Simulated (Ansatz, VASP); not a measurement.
BP in VASP and in Ansatz

File INCAR:

```
SYSTEM = BP
PREC     = Accurate       ! precision mode
ENCUT    = 520            ! plane-wave cutoff, eV
EDIFF    = 1E-7           ! SCF threshold, eV
ISMEAR   = 0              ! smearing method
SIGMA    = 0.02           ! smearing width, eV
LREAL    = .FALSE.        ! projectors in reciprocal space
LASPH    = .TRUE.         ! aspherical terms in the spheres
NELM     = 100            ! most SCF steps
ALGO     = Normal         ! electronic algorithm
ISIF     = 2              ! what is computed and relaxed
LWAVE    = .FALSE.        ! write WAVECAR
LCHARG   = .TRUE.         ! write CHGCAR
GGA      = PS             ! functional
LELF     = .TRUE.         ! ELF
LVHAR    = .TRUE.       
NBANDS   = 11             ! bands
```

Contents of KPOINTS:

```
regular mesh
0
G
  10 10 10
  0 0 0
```

Contents of POSCAR:

```
BP
1.0
    0.0000000000      2.5264037165      2.5264037165
    2.5264037165      0.0000000000      2.5264037165
    2.5264037165      2.5264037165      0.0000000000
B P
1 1
Direct
    0.0000000000      0.0000000000      0.0000000000
    0.7500000000      0.7500000000      0.7500000000
```

Input for Ansatz:

```yaml
crystal:
  lattice:
    - [0.0, 2.5264037165, 2.5264037165]
    - [2.5264037165, 0.0, 2.5264037165]
    - [2.5264037165, 2.5264037165, 0.0]
  atoms:
    - { symbol: B, position: [0.0, 0.0, 0.0] }
    - { symbol: P, position: [0.75, 0.75, 0.75] }
basis:
  ecutwfc: 420
kpoints:
  mp_grid: { grid: [10, 10, 10] }
hamiltonian:
  xc: pbesol
scf:
  occupations: { method: gaussian, width: 0.02 }
output:
  forces: true
  stress: true
  eigenvalues: true
```

Alike in both runs: task single point; functional PBEsol; k mesh 10 × 10 × 10; occupations gaussian, width 0.02 eV; no spin polarisation.

|  | VASP | Ansatz |
| --- | --- | --- |
| version | VASP 6.6.1 | Ansatz 0.2.0 |
| potentials or method | VASP PAW PBE potentials, release 64 (B, P) | scalar-relativistic, plane waves, PAW |
| plane-wave cutoff (eV) | 520 | 420 |
| valence electrons in the cell | 8 | 8 |

|  | VASP | Ansatz | Ansatz less VASP |
| --- | --- | --- | --- |
| gap on the k mesh at the Fermi level (eV) | 1.48 | 1.48 | +0.001 |
| least direct gap on the mesh (eV) | 3.02 | 3.02 | +0.001 |
| pressure (GPa) | -29.3 | -29.3 | -0.05 |

Caveats: so large a pressure means that the cell lies far from this level's equilibrium, or that cutoff or potentials fall short (VASP); the potentials were made for another functional, which shifts forces and pressure (VASP). A k mesh can miss the band edges.
